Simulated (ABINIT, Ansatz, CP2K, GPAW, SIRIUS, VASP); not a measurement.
## PtS2: 7 runs at one level of theory

```
CELL_PARAMETERS angstrom
3.54320 0.00000 0.00000
-1.77160 3.06850 0.00000
0.00000 0.00000 5.03880
ATOMIC_POSITIONS crystal
Pt 0.99943 0.99349 0.01005
S 0.66718 0.33107 0.77169
S 0.33506 0.67148 0.23435
```

Atoms were shifted at random by some hundredths of an Å from the given cell, which wasn't relaxed again for these runs.

Alike in all runs: task single point; functional PBEsol; k mesh 9 × 9 × 5; occupations fermi-dirac, width 0.05 eV; no spin polarisation; no spin-orbit coupling. Pressure is positive in compression and, in plane waves, holds the error of the finite cutoff, which Ansatz's Pulay term estimates and takes out.

| program and potentials | plane-wave cutoff (eV) | notes | pressure (GPa) | largest force (eV/Å) | energy over the undisturbed cell (meV/atom) |
| --- | --- | --- | --- | --- | --- |
| Ansatz, Ansatz PAW | 420 | potentials made for PBE, which Ansatz adapts in part; 10 valence electrons an atom on average; Pulay term of +0.03 GPa included | 4.61 | 1.102 | -4.74 |
| SIRIUS, PseudoDojo 0.4.1 PBEsol standard (scalar relativistic) | 1152 | 10 valence electrons an atom on average | 4.43 | 1.089 | - |
| ABINIT, PseudoDojo NC SR PBEsol v0.4.1 standard | 1143 | 10 valence electrons an atom on average | 4.43 | 1.089 | - |
| VASP, PBE PAW files Pt, S, 520 eV | 520 | potentials made for PBE; 7.33 valence electrons an atom on average | 4.31 | 1.083 | - |
| GPAW, PAW data sets generated for this functional | 600 | 9.33 valence electrons an atom on average | 4.60 | 1.117 | -5.06 |
| Ansatz, all-electron LAPW, scalar-relativistic | - | - | 4.61 | 1.101 | - |
| CP2K, POTENTIAL_UZH Pt GTH-PBE-q18, S GTH-PBE-q6; TZVP-MOLOPT-PBE-GTH basis | - | atomic basis; potentials made for PBE; 10 valence electrons an atom on average | 6.08 | 1.334 | - |

Force on atom 3 (S), eV/Å:

```json
{"program and potentials": "Ansatz, Ansatz PAW", "x": "0.143", "y": "-0.376", "z": "1.026"}
{"program and potentials": "SIRIUS, PseudoDojo 0.4.1 PBEsol standard (scalar relativistic)", "x": "0.142", "y": "-0.375", "z": "1.012"}
{"program and potentials": "ABINIT, PseudoDojo NC SR PBEsol v0.4.1 standard", "x": "0.142", "y": "-0.375", "z": "1.012"}
{"program and potentials": "VASP, PBE PAW files Pt, S, 520 eV", "x": "0.143", "y": "-0.376", "z": "1.005"}
{"program and potentials": "GPAW, PAW data sets generated for this functional", "x": "0.141", "y": "-0.372", "z": "1.044"}
{"program and potentials": "Ansatz, all-electron LAPW, scalar-relativistic", "x": "0.143", "y": "-0.377", "z": "1.025"}
{"program and potentials": "CP2K, POTENTIAL_UZH Pt GTH-PBE-q18, S GTH-PBE-q6; TZVP-MOLOPT-PBE-GTH basis", "x": "0.154", "y": "-0.405", "z": "1.262"}
```

The pressure spans 4.31 (VASP, PBE PAW files Pt, S, 520 eV) to 6.08 GPa (CP2K, POTENTIAL_UZH Pt GTH-PBE-q18, S GTH-PBE-q6; TZVP-MOLOPT-PBE-GTH basis), with all-electron results at 4.61. Rows in atomic bases carry the error of their basis and grid, which can be large.

Differences between rows come from potentials, basis sets and numerical settings, since the functional is the same but for its coding. Runs on potential files found faulty are left out.
